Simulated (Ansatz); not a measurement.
# Pd (Fm-3m) in Ansatz: settings compared

One crystal, Pd, is run at these levels: PBEsol+D4, RPBE+D3(BJ), revPBE+D4, PBE; tasks: relaxation of cell and atoms, single point.

Everything below comes from runs of Ansatz 0.2.0. Logs are shortened: lines on timing, memory, paths and dates and some standing lists are left out, and cuts for length are marked.

## Step 1: The crystal as given

Symmetry: Fm-3m, No. 225, cubic system. Conventional cell: a = 3.893 Å, b = 3.893 Å, c = 3.893 Å, α = 90.00°, β = 90.00°, γ = 90.00°. Pd (site symmetry m-3m) has 12 Pd at 2.75 Å as nearest neighbours.

## Step 2: Relaxation of cell and atoms, PBEsol+D4

The input, input.yaml:

```yaml
crystal:
  lattice:
    - [0.0, 1.9465, 1.9465]
    - [1.9465, 0.0, 1.9465]
    - [1.9465, 1.9465, 0.0]
  atoms:
    - { symbol: Pd, position: [0.0, 0.0, 0.0] }
hamiltonian:
  xc: pbesol
  pseudopotentials: { kind: paw }
  dispersion: d4
kpoints:
  mp_grid: { grid: [12, 12, 12] }
scf:
  occupations: { method: fermi_dirac, width: 0.05 }
output:
  forces: true
  stress: true
relax:
  f_tol: 0.01
  max_steps: 40
  cell: { stress_tol: 0.05 }
```

Potentials or basis: Ansatz PAW.

Command:

```sh
$ ansatz run input.yaml --threads 2 --pin off --max-ram 5120MiB --backend cpu --events-out ev --progress --plain --runs-dir out
```

What it wrote:

```text
Warning: RAYON_NUM_THREADS=2 ignored (pool sized by the plan → 2); use --threads N
Engine: ansatz 0.2.0, aarch64-unknown-linux-gnu
Pseudopotentials: kind: paw
Pseudopotential: Pd, paw, valence charge 18, recommended cutoff 420 eV (normal), Pd.paw.azcp
Functional definition: PBEsol
  exchange = pbesol_x
  correlation = pbesol_c
Crystal: 1 atoms, lattice volume = 14.750 Å³
Basis set: ecut = 420 eV, 283 PW (Γ), exchange–correlation on 40×40×40 points (8 copies of the dense FFT grid, shifted against one another)
Bands: 13, of which v1, the nominal top of the filled ones, is band 9 counted from 1 (8 counted from 0)
Symmetry: 48 space group operations
Space group: Fm-3m (ITA 225), of the structure as read, at distance tolerance 2.5e-5 Å
k-points: 72 of 1728
Non-local potential: Pd, projectors of the file, l = 0: 2, l = 1: 2, l = 2: 2, l = 3: 1
PAW form: soft (Blöchl's): semilocal exchange-correlation on the pseudo side does not see the compensation charge
PAW frozen core: Pd, regenerated for the run's functional, and the local potential with it (the file was generated under x = pbe(κ = 0.804, μ = 0.2195149727645171), c = pbe(β = 0.06672455060314922))
PAW one-centre angular grid: Pd, 590 points (default); XC on 64 Gauss nodes
Initial density: superposition of atomic densities (neutral atoms: chi_scale 0, normalization atom), corrected by the library's trained network
Initial wavefunctions: pseudopotential atomic-orbital guess
Functional: x = pbesol(κ = 0.804, μ = 0.12345679012345678), c = pbesol(β = 0.046)
SCF iter   1: F=—  HF=-6906.950284 eV  |F-HF|=—  |Δ(HF+E_count)|=         —  Δρ=1.15e-2  dr2=1.61e-2  ethr=1.77e-3  ⟨swp⟩=5.5  Hψ=5430  notcnv=0
preconditioner: auto → none  [metal: Δε(μ)=0.004 eV  Ē_g=14.212 eV  σ=0.050 eV  W_gap=0.02  n_scr=8 (ndim 8)  ℏωp=30.6 eV  f_vac=0.000  D(μ)=2.43/eV (n_scr^D=50)  sad-step TF]
SCF iter   2: F=—  HF=-6906.946086 eV  |F-HF|=—  |Δ(HF+E_count)|=   4.20e-3  Δρ=3.25e-3  dr2=9.58e-4  ethr=8.93e-5  ⟨swp⟩=2.0  Hψ=1780  notcnv=0
SCF iter   3: F=—  HF=-6906.945828 eV  |F-HF|=—  |Δ(HF+E_count)|=   2.58e-4  Δρ=7.50e-4  dr2=1.89e-5  ethr=5.32e-6  ⟨swp⟩=2.2  Hψ=1211  notcnv=0
SCF iter   4: F=—  HF=-6906.945829 eV  |F-HF|=—  |Δ(HF+E_count)|=   1.10e-6  Δρ=7.17e-5  dr2=3.71e-7  ethr=1.05e-7  ⟨swp⟩=2.2  Hψ=1243  notcnv=0
iter 5 did not close the SCF: its close was put off for the readings that it lacked (scf_convergence_deferred on its scf_iter line)
SCF iter   5: F=-6906.945829 eV  HF=-6906.945829 eV  |F-HF|=1.21e-9  |Δ(HF+E_count)|=   2.78e-7  Δρ=6.59e-6  dr2=2.10e-9  ethr=2.06e-9  ⟨swp⟩=2.0  Hψ=1516  notcnv=0
SCF iter   6: F=-6906.945829 eV  HF=-6906.945829 eV  |F-HF|=1.82e-11  |Δ(HF+E_count)|=  7.93e-10  Δρ=6.43e-7  dr2=3.27e-11  ethr=1.16e-11  ⟨swp⟩=1.5  Hψ=2682  notcnv=0
SCF 1 converged in 6 iterations: F = -6906.945829 eV  dr2 = 3.27e-11
relax step   1: F+E_penalty+E_count = -6906.94582944 eV  Δ(F+E_penalty+E_count) = +0.000e0 eV  max|allowed force component| = 0.000e0 eV/Å  Δτ_max = 0.0000 Å  P = -5.784 GPa  Ω = 14.750 Å³  (6 SCF iters, dr2 threshold 1.00e-7 eV, accepted)
Crystal: 1 atoms, lattice volume = 14.003 Å³
Initial density: handed on by an earlier stage of this run
Initial wavefunctions: those handed on with the density
iter 1 solved again at ethr=1.88e-5 eV; its pass at ethr=3.10e-3 eV (dr2=3.38e-3 eV) is discarded
SCF iter   1: F=—  HF=-6906.949481 eV  |F-HF|=—  |Δ(HF+E_count)|=         —  Δρ=5.30e-3  dr2=3.20e-3  ethr=1.88e-5  ⟨swp⟩=1.0  Hψ=6632  notcnv=0
preconditioner: auto → none  [metal: Δε(μ)=0.005 eV  Ē_g=14.785 eV  σ=0.050 eV  W_gap=0.03  n_scr=8 (ndim 8)  ℏωp=31.4 eV  f_vac=0.000  D(μ)=2.29/eV (n_scr^D=26)]
[... 27 lines left out ...]
iter 1 solved again at ethr=5.18e-9 eV; its pass at ethr=3.10e-3 eV (dr2=9.33e-7 eV) is discarded
SCF iter   1: F=—  HF=-6906.953699 eV  |F-HF|=—  |Δ(HF+E_count)|=         —  Δρ=7.29e-5  dr2=1.94e-7  ethr=5.18e-9  ⟨swp⟩=3.3  Hψ=7945  notcnv=0
preconditioner: auto → none  [metal: Δε(μ)=0.005 eV  Ē_g=14.557 eV  σ=0.050 eV  W_gap=0.02  n_scr=8 (ndim 8)  ℏωp=31.0 eV  f_vac=0.000  D(μ)=2.37/eV (n_scr^D=50)]
SCF iter   2: F=—  HF=-6906.953699 eV  |F-HF|=—  |Δ(HF+E_count)|=   2.73e-7  Δρ=3.15e-5  dr2=3.90e-8  ethr=1.08e-9  ⟨swp⟩=2.0  Hψ=1593  notcnv=0
SCF iter   3: F=—  HF=-6906.953699 eV  |F-HF|=—  |Δ(HF+E_count)|=   1.26e-8  Δρ=8.27e-6  dr2=8.46e-9  ethr=2.16e-10  ⟨swp⟩=2.3  Hψ=1497  notcnv=0
SCF iter   4: F=—  HF=-6906.953699 eV  |F-HF|=—  |Δ(HF+E_count)|=   2.56e-9  Δρ=1.29e-6  dr2=3.77e-11  ethr=4.70e-11  ⟨swp⟩=2.1  Hψ=1293  notcnv=0
SCF iter   5: F=-6906.953699 eV  HF=-6906.953699 eV  |F-HF|=9.09e-13  |Δ(HF+E_count)|=  1.01e-10  Δρ=1.05e-7  dr2=3.54e-13  ethr=1.00e-12  ⟨swp⟩=5.0  Hψ=3444  notcnv=0
SCF 5 converged in 5 iterations: F = -6906.953699 eV  dr2 = 3.54e-13
relax step   5: F+E_penalty+E_count = -6906.95369866 eV  Δ(F+E_penalty+E_count) = +1.357e-4 eV  max|allowed force component| = 0.000e0 eV/Å  Δτ_max = 0.0000 Å  P = -0.001 GPa  Ω = 14.328 Å³  stress off target by 6.29e-4 GPa  SCF on the basis re-selected at this cell (its energy is not comparable with the rows above)  (5 SCF iters)
basis re-selected at this cell: Δ(F+E_penalty+E_count) = +1.357e-4 eV, ΔP = +0.015 GPa vs the last step (what re-selecting the basis moved, of the pressure what is left beyond the Pulay correction that the steps carried, after the strain that the cell walked since its last selection, with what the two solves' SCF thresholds leave and, on support functions, any second-order correction that the steps lacked; it is no measure of the basis error at this ecutwfc). This SCF's stress stands 6.29e-4 GPa from its target on what of the cell is left free (relax.cell.stress_tol is 5.00e-2 GPa) and its largest allowed force component is 0.00e0 eV/Å (relax.f_tol is 1.00e-2 eV/Å): within both
SCF converged after 5 iterations
Free energy (F): -6906.953699 eV
Harris-Foulkes:  -6906.953699 eV  (|F-HF|=9.09e-13)
Internal energy: -6906.935002 eV  (E = F + TS)
E sigma→0 (E₀):  -6906.944350 eV
Entropy (-TS):   -0.018697 eV (-18.697 meV/atom)
Fermi energy:    20.411391 eV
--- Per-component energies (eV) ---
  E_band       = -127.265786
  E_kinetic    = 513.933743
  E_local      = -1707.151819  (includes V_loc(G=0)·N_el)
  E_nonlocal   = 219.069369
  E_hartree    = 693.962242
  E_xc         = -168.025285
  E_vxc        = -211.632827  (∫ρ·V_xc dr)
  E_paw        = -3684.703923  (= ΣΔE_a)
  E_vpaw       = -329.408946  (= ΣTr[D̂ρ^β])
  E_aug_tail   = 0.000216  (compensation charges beyond the density's cutoff)
  E_ewald      = -2774.027805
  E_disp       = -0.294265  (pairwise vdW)
  E_core_change = 0.302524  (= ΣΔE_core)
  E_smearing   = -0.018697  (= −TS)
  E_closure    = 0.000000  (closes the sum)
  Σ components = -6906.953699   (vs F -6906.953699, Δ=0.00e0)
--- Forces (eV/Å), atoms counted from 1 ---
  atom   1  Pd    -0.00000000     0.00000000     0.00000000
  max |Σ_I F_I| component: 4.11e-32 eV/Å
--- Stress (GPa, compression-positive) ---
       -0.000629      -0.000000      -0.000000
       -0.000000      -0.000629      -0.000000
       -0.000000      -0.000000      -0.000629
  P = ⅓ Tr σ = -0.0006 GPa (-0.006 kbar)
--- Relaxed structure (4 steps of the walk, 4 accepted, 1 SCFs on fresh bases) ---
  F+E_penalty+E_count = -6906.95369866 eV   max|allowed force component| = 0.000e0 eV/Å   (the final SCF, on the basis selected at the relaxed cell)
  cell:  # Å, volume = 14.3280 Å³
    - [4.585834829606032e-34, 1.9277569799514278, 1.9277569799514278]
    - [1.9277569799514278, -7.260905146876215e-34, 1.9277569799514278]
    - [1.9277569799514278, 1.9277569799514278, -7.006136545231436e-34]
  atoms:
    - { symbol: Pd, position: [0.0, 0.0, 0.0] }
```

It took 4.8 s on 2 threads of Arm Neoverse N1, shared host; peak memory 0.32 GiB.

Results:

* Free energy: -6906.9537 eV
* Relaxed volume: 14.33 Å³/atom
* Relaxed cell: a = 2.726 Å, b = 2.726 Å, c = 2.726 Å, α = 60.00°, β = 60.00°, γ = 60.00°
* Space group after relaxing (to 0.05 Å): Fm-3m (No. 225)
* Energy gained by relaxing: 7.9 meV/atom
* Ionic steps: 5
* Pressure after relaxing: 0.0 GPa

The path:
| step | energy change (eV) | largest force (eV/Å) | volume (Å³) |
| --- | --- | --- | --- |
| 1 | 0.0000 | 0.0000 | 14.75 |
| 2 | -0.0029 | 0.0000 | 14.00 |
| 3 | -0.0080 | 0.0000 | 14.35 |
| 4 | -0.0080 | 0.0000 | 14.33 |
| 5 | -0.0079 | 0.0000 | 14.33 |

Final structure:
```cif
data_structure
_symmetry_space_group_name_H-M 'P 1'
_symmetry_Int_Tables_number 1
_cell_length_a 2.7263
_cell_length_b 2.7263
_cell_length_c 2.7263
_cell_angle_alpha 60.000
_cell_angle_beta 60.000
_cell_angle_gamma 60.000
_cell_volume 14.33
loop_
_atom_site_label
_atom_site_type_symbol
_atom_site_fract_x
_atom_site_fract_y
_atom_site_fract_z
_atom_site_occupancy
Pd1 Pd 0.00000 0.00000 0.00000 1
```

Caveat: the plane-wave basis is chosen anew once the cell has moved, so the energies of steps on either side of that aren't comparable; the PAW data sets come from PBE, with cores solved anew for the run's functional, which leaves a small shift of forces and pressure.

## Step 3: Relaxation of cell and atoms, RPBE+D3(BJ)

Edit input.yaml of step 2 so:

```diff
@@ -8,5 +8,5 @@
 hamiltonian:
-  xc: pbesol
+  xc: rpbe
   pseudopotentials: { kind: paw }
-  dispersion: d4
+  dispersion: d3bj
 kpoints:
```

Potentials or basis: Ansatz PAW.

Command:

```sh
$ ansatz run input.yaml --threads 2 --pin off --max-ram 5120MiB --backend cpu --events-out ev --progress --plain --runs-dir out
```

Wall time 5.7 s (2 threads of Arm Neoverse N1, shared host); peak memory 0.32 GiB.

It converged, with:

- Free energy: -6984.2237 eV
- Relaxed volume: 12.93 Å³/atom
- Relaxed cell: a = 2.634 Å, b = 2.634 Å, c = 2.634 Å, α = 60.00°, β = 60.00°, γ = 60.00°
- Space group after relaxing (to 0.05 Å): Fm-3m (No. 225)
- Energy gained by relaxing: 195.3 meV/atom
- Ionic steps: 8
- Pressure after relaxing: 0.0 GPa

Step by step:
```csv
step,energy change (eV),largest force (eV/Å),volume (Å³)
1,0.0000,0.0000,14.75
2,-0.1932,0.0000,12.70
3,-0.1967,0.0000,12.99
4,-0.1971,0.0000,12.92
5,-0.1971,0.0000,12.92
6,-0.1953,0.0000,12.92
7,-0.1953,0.0000,12.93
8,-0.1953,0.0000,12.93
```

Final structure:
```yaml
crystal:
  lattice:
    - [0.00000, 1.86276, 1.86276]
    - [1.86276, 0.00000, 1.86276]
    - [1.86276, 1.86276, 0.00000]
  atoms:
    - { symbol: Pd, position: [0.00000, 0.00000, 0.00000] }
```

Caveat: the plane-wave basis is chosen anew once the cell has moved, so the energies of steps on either side of that aren't comparable; the volume moved by -12 % from the deposited cell, more than functionals usually miss; the PAW data sets come from PBE, with cores solved anew for the run's functional, which leaves a small shift of forces and pressure.

## Step 4: Relaxation of cell and atoms, revPBE+D4

Edit input.yaml of step 3 so:

```diff
@@ -8,5 +8,5 @@
 hamiltonian:
-  xc: rpbe
+  xc: revpbe
   pseudopotentials: { kind: paw }
-  dispersion: d3bj
+  dispersion: d4
 kpoints:
@@ -18,2 +18,6 @@
   stress: true
+  write_density: true
+  write_potential: true
+  elf: true
+  volumetric_format: npy
 relax:
```

Potentials or basis: Ansatz PAW.

Command:

```sh
$ ansatz run input.yaml --threads 2 --pin off --max-ram 5120MiB --backend cpu --events-out ev --progress --plain --runs-dir out
```

What it wrote:

```text
Warning: RAYON_NUM_THREADS=2 ignored (pool sized by the plan → 2); use --threads N
[... 3 set-up lines as earlier in the session ...]
Functional definition: revPBE
  parameter kappa = 1.245
  parameter beta = 0.06672455060314922
  exchange = pbe_x(kappa = kappa, mu = beta*pi^2/3)
  correlation = pbe_c(beta = beta)
Crystal: 1 atoms, lattice volume = 14.750 Å³
Basis set: ecut = 420 eV, 283 PW (Γ), exchange–correlation on 40×40×40 points (8 copies of the dense FFT grid, shifted against one another)
Bands: 13, of which v1, the nominal top of the filled ones, is band 9 counted from 1 (8 counted from 0)
[... 2 set-up lines as earlier in the session ...]
k-points: 72 of 1728
[... 6 set-up lines as earlier in the session ...]
Functional: x = revpbe(κ = 1.245, μ = 0.2195149727645171), c = pbe(β = 0.06672455060314922)
[... 46 lines left out ...]
Internal energy: -6979.137943 eV  (E = F + TS)
E sigma→0 (E₀):  -6979.147814 eV
Entropy (-TS):   -0.019741 eV (-19.741 meV/atom)
Fermi energy:    19.628397 eV
--- Per-component energies (eV) ---
  E_band       = -138.850690
  E_kinetic    = 513.939484
  E_local      = -1761.059698  (includes V_loc(G=0)·N_el)
  E_nonlocal   = 216.475377
  E_hartree    = 716.289145
  E_xc         = -168.975675
  E_vxc        = -211.805760  (∫ρ·V_xc dr)
  E_paw        = -3755.624770  (= ΣΔE_a)
  E_vpaw       = -328.978636  (= ΣTr[D̂ρ^β])
  E_aug_tail   = 0.000256  (compensation charges beyond the density's cutoff)
  E_ewald      = -2739.284570
  E_disp       = -0.819331  (pairwise vdW)
  E_core_change = -0.078162  (= ΣΔE_core)
  E_smearing   = -0.019741  (= −TS)
  E_closure    = 0.000000  (closes the sum)
  Σ components = -6979.157684   (vs F -6979.157684, Δ=0.00e0)
--- Forces (eV/Å), atoms counted from 1 ---
  atom   1  Pd    -0.00000000    -0.00000000    -0.00000000
  max |Σ_I F_I| component: 5.34e-32 eV/Å
--- Stress (GPa, compression-positive) ---
       -0.026690      -0.000000      -0.000000
       -0.000000      -0.026690      -0.000000
       -0.000000      -0.000000      -0.026690
  P = ⅓ Tr σ = -0.0267 GPa (-0.267 kbar)
--- Band table (eV; the first three rows and the last of 72) ---
  k-point 0: bands = ["-64.4563", "-29.9663", "-29.9663", "-29.9663", "12.6040", "16.8512", "16.8512", "16.8512", "18.4340", "18.4340", "36.6829", "41.3638", "41.3638"]
  k-point 1: bands = ["-64.4528", "-29.9934", "-29.9701", "-29.9701", "12.8530", "16.7670", "16.9348", "16.9348", "18.3960", "18.3960", "36.9265", "39.9289", "41.6462"]
  k-point 2: bands = ["-64.4432", "-30.0672", "-29.9807", "-29.9807", "13.5268", "16.6225", "17.1039", "17.1039", "18.3714", "18.3714", "36.7658", "37.9810", "42.3927"]
  k-point 71: bands = ["-64.3867", "-30.2298", "-30.2298", "-30.1184", "15.3874", "16.3187", "16.3187", "18.3435", "19.9340", "28.5386", "28.5386", "29.9779", "31.1993"]
--- Relaxed structure (3 steps of the walk, 3 accepted, 1 SCFs on fresh bases) ---
  F+E_penalty+E_count = -6979.15768438 eV   max|allowed force component| = 0.000e0 eV/Å   (the final SCF, on the basis selected at the relaxed cell)
  cell:  # Å, volume = 14.8802 Å³
    - [8.319787147462332e-35, 1.9522073469982548, 1.9522073469982548]
    - [1.9522073469982548, -8.240171959448339e-35, 1.9522073469982548]
    - [1.9522073469982548, 1.9522073469982548, 8.916901057567279e-35]
  atoms:
    - { symbol: Pd, position: [0.0, 0.0, 0.0] }
```

Wall time 4.3 s (2 threads of Arm Neoverse N1, shared host); peak memory 0.33 GiB.

What came out:

| Item | Value |
| --- | --- |
| Free energy | -6979.1577 eV |
| Relaxed volume | 14.88 Å³/atom |
| Relaxed cell | a = 2.761 Å, b = 2.761 Å, c = 2.761 Å, α = 60.00°, β = 60.00°, γ = 60.00° |
| Space group after relaxing (to 0.05 Å) | Fm-3m (No. 225) |
| Energy gained by relaxing | 0.6 meV/atom |
| Ionic steps | 4 |
| Pressure after relaxing | 0.0 GPa |
| Band gap on the k mesh | none (metal or under the smearing width) |

Step by step:
```csv
step,energy change (eV),largest force (eV/Å),volume (Å³)
1,0.0000,0.0000,14.75
2,-0.0003,0.0000,14.96
3,-0.0006,0.0000,14.88
4,-0.0006,0.0000,14.88
```

Final structure:
```
Pd
1.0
     0.00000    1.95221    1.95221
     1.95221    0.00000    1.95221
     1.95221    1.95221    0.00000
Pd
1
Direct
  0.00000 0.00000 0.00000
```

Levels at points of the mesh, in eV from the Fermi level:
```csv
k point,band 7,band 8,band 9,band 10,band 11,band 12
"(0.00, 0.00, 0.00)",-2.78,-2.78,-1.19,-1.19,17.05,21.74
"(0.00, 0.00, -0.50)",-2.82,-0.01,-0.01,1.08,7.29,16.45
"(0.00, -0.50, -0.50)",-0.04,0.30,0.30,3.40,10.70,13.20
```

Caveat: the plane-wave basis is chosen anew once the cell has moved, so the energies of steps on either side of that aren't comparable; pairwise dispersion overbinds metals, which lowers pressure and volume; the PAW data sets come from PBE, with cores solved anew for the run's functional, which leaves a small shift of forces and pressure. Zero-point motion and thermal expansion aren't in these numbers.

## Step 5: Single point, PBE

The input, input.yaml:

```yaml
crystal:
  lattice:
    - [0.0, 1.9465, 1.9465]
    - [1.9465, 0.0, 1.9465]
    - [1.9465, 1.9465, 0.0]
  atoms:
    - { symbol: Pd, position: [0.0, 0.0, 0.0] }
hamiltonian:
  xc: pbe
  pseudopotentials: { kind: paw }
kpoints:
  mp_grid: { grid: [12, 12, 12] }
scf:
  occupations: { method: fermi_dirac, width: 0.05 }
basis:
  ecutwfc: "800 eV"
output:
  forces: true
  stress: true
  eigenvalues: true
```

Command:

```sh
$ ansatz run input.yaml --threads 2 --pin off --max-ram 5120MiB --backend cpu --events-out ev --progress --plain --runs-dir out
```

Wall time 1.7 s (2 threads of Arm Neoverse N1, shared host); peak memory 0.35 GiB.

Results (log left out):

| Quantity | Value |
| --- | --- |
| Free energy | -6972.8537 eV |
| Pressure | 6.9 GPa |
| Band gap on the k mesh | none (metal or under the smearing width) |

Levels at points of the mesh, in eV from the Fermi level:
| k point | band 5 | band 6 | band 7 | band 8 | band 9 | band 10 | band 11 | band 12 | band 13 |
| --- | --- | --- | --- | --- | --- | --- | --- | --- | --- |
| (0.00, 0.00, 0.00) | -7.12 | -2.82 | -2.82 | -2.82 | -1.21 | -1.21 | 17.04 | 21.75 | 21.75 |
| (0.00, 0.00, -0.50) | -5.28 | -2.87 | -2.87 | -0.01 | -0.01 | 1.04 | 7.33 | 16.44 | 20.96 |
| (0.00, -0.50, -0.50) | -5.37 | -5.09 | -0.03 | 0.31 | 0.31 | 3.37 | 10.76 | 13.20 | 13.20 |

## Step 6: The runs side by side

| task | level | cell | cutoff (eV) | gap on the mesh (eV) | pressure (GPa) | relaxed volume (Å³/atom) |
| --- | --- | --- | --- | --- | --- | --- |
| relaxation of cell and atoms | PBEsol+D4 | relaxed | 420 | - | 0.0 | 14.33 |
| relaxation of cell and atoms | RPBE+D3(BJ) | relaxed | 420 | - | 0.0 | 12.93 |
| relaxation of cell and atoms | revPBE+D4 | relaxed | 420 | none | 0.0 | 14.88 |
| single point | PBE | as given | 800 | none | 6.9 | - |

Alike in all rows: potentials or basis Ansatz PAW; no spin polarisation; k mesh 12 × 12 × 12; smearing fermi-dirac 0.05 eV.

Caveats: the plane-wave basis is chosen anew once the cell has moved, so the energies of steps on either side of that aren't comparable (some runs); the PAW data sets come from PBE, with cores solved anew for the run's functional, which leaves a small shift of forces and pressure (some runs); the volume moved by -12 % from the deposited cell, more than functionals usually miss (some runs); pairwise dispersion overbinds metals, which lowers pressure and volume (some runs).

Absolute energies hang on the potentials; compare differences alone.
